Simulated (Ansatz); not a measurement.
Runs of Ansatz 0.2.0 on PbS. The structure is orthorhombic, space group Cmcm (No. 63). Conventional cell: a = 4.160 Å, b = 11.983 Å, c = 4.279 Å, α = 90.00°, β = 90.00°, γ = 90.00°. Pb (site symmetry m2m) is surrounded by 5 S at 2.69 to 2.99 Å. Around S (site symmetry m2m) lie 5 Pb at 2.69 to 2.99 Å. Measurements of this composition are mostly on another form, of space group No. 225.

| task | level | spin | cell | k mesh | smearing | points for each segment of the path | gap on the mesh (eV) | pressure (GPa) | largest force (eV/Å) |
| --- | --- | --- | --- | --- | --- | --- | --- | --- | --- |
| single point | PBE | off | as given | 7 × 7 × 6 | gaussian 0.023 eV | - | 1.25 | 1.1 | 0.10 |
| band structure | PBEsol | off | as given | 7 × 7 × 6 | fermi-dirac 0.05 eV | 14 | 1.16 | -1.9 | 0.03 |
| single point | PBE | off | as given | 7 × 7 × 6 | gaussian 0.017 eV | - | 1.25 | 1.1 | 0.10 |
| single point | PBE | off | as given | 7 × 7 × 6 | gaussian 0.02 eV | - | 1.25 | 1.1 | 0.10 |
| single point | PBE | off | as given | 7 × 7 × 6 | gaussian 0.026 eV | - | 1.25 | 1.1 | 0.10 |
| relaxation of cell and atoms | PBEsol | off | relaxed | 7 × 7 × 6 | fermi-dirac 0.05 eV | - | (b) | 0.0 | 0.01 |
| band structure | LDA | SOC, no magnetisation | as given | 5 × 5 × 5 | fermi-dirac 0.05 eV | 14 | 0.82 | -3.7 | (a) |
| single point | PBE | off | as given | 7 × 7 × 6 | gaussian 0.024 eV | - | 1.25 | 1.1 | 0.10 |

Alike in all rows: potentials or basis Ansatz PAW; cutoff (eV) 420.

Estimate the missing entries.

(a) 0.16; (b) 1.08.

Caveats: spin-orbit coupling is left out, which as a rule narrows the gap of such compounds by several tenths of an eV (some runs); odd divisions of the mesh miss points on the zone boundary, where band edges often lie, so the gap on the mesh can be too wide (some runs); the PAW data sets come from PBE, with cores solved anew for the run's functional, which leaves a small shift of forces and pressure (some runs); the k mesh misses the band edges, so the gap on the mesh is wider than the one along the path (some runs); the plane-wave basis is chosen anew once the cell has moved, so the energies of steps on either side of that aren't comparable (some runs).

A k mesh can miss the band edges, and rows without SOC leave out spin-orbit coupling on Pb.
